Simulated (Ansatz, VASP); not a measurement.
# RbBr in VASP and in Ansatz

```
CELL_PARAMETERS angstrom
4.12608 0.00000 0.00000
0.00000 4.12608 0.00000
0.00000 0.00000 3.79599
ATOMIC_POSITIONS crystal
Rb 0.00000 0.00000 0.00000
Br 0.50000 0.50000 0.50000
```

Change from the starting cell: strain +0.000 along x and y, -0.080 along z, atoms carried along.

Alike in both runs: task single point; functional PBE; k mesh 6 × 6 × 6; occupations gaussian, width 0.05 eV; no spin polarisation.

|  | VASP | Ansatz |
| --- | --- | --- |
| version | VASP 6.6.1 | Ansatz 0.2.0 |
| potentials or method | VASP PAW PBE potentials, release 64 (Rb_sv, Br) | scalar-relativistic, plane waves, PAW |
| plane-wave cutoff (eV) | 520 | 420 |
| valence electrons in the cell | 16 | 16 |

|  | VASP | Ansatz | Ansatz less VASP |
| --- | --- | --- | --- |
| gap on the k mesh at the Fermi level (eV) | 4.00 | 4.00 | +0.002 |
| least direct gap on the mesh (eV) | 4.12 | 4.12 | +0.002 |
| pressure (GPa) | 2.7 | 2.6 | -0.05 |
| largest component of the traceless stress (GPa) | 1.91 | 1.90 | -0.001 |

With one functional, cell and mesh, what is left measures potentials, basis and numerics.

A k mesh can miss the band edges.
